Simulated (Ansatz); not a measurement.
The system is Te.

```xyz
3
Lattice="4.4469 0.0000 0.0000 -2.2235 3.8512 0.0000 0.0000 0.0000 5.9149" Properties=species:S:1:pos:R:3 pbc="T T T"
Te    1.6254    2.8152    2.9575
Te   -0.5981    1.0360    4.9291
Te    1.1962    0.0000    0.9858
```

Program: Ansatz 0.2.0. Alike in all runs: cell as given; k mesh 7 × 7 × 5.

**Question.** Order these runs on this cell by their pressure, lowest first.
A. level r2SCAN+rVV10; potentials or basis Ansatz PAW; spin SOC, no magnetisation; cutoff (eV) 500; smearing gaussian 0.1 eV; other keys hamiltonian.pseudopotentials = kind paw_fr; …
B. level PBEsol+D3(BJ); potentials or basis Ansatz PAW earlier set; spin off; cutoff (eV) 430; smearing tetrahedron; other keys scf.mixing.preconditioner = local_kerker
C. level revPBE; potentials or basis Ansatz PAW; spin off; cutoff (eV) 420; smearing fixed

**Answer.** B (-2.7 GPa), A (0.5 GPa), C (2.7 GPa).

Caveats: the PAW data sets come from PBE, with cores solved anew for the run's functional, which leaves a small shift of forces and pressure; with tetrahedron occupations forces and stress needn't match the slope of the energy (some runs).

Runs at the PBE level aren't shown here.
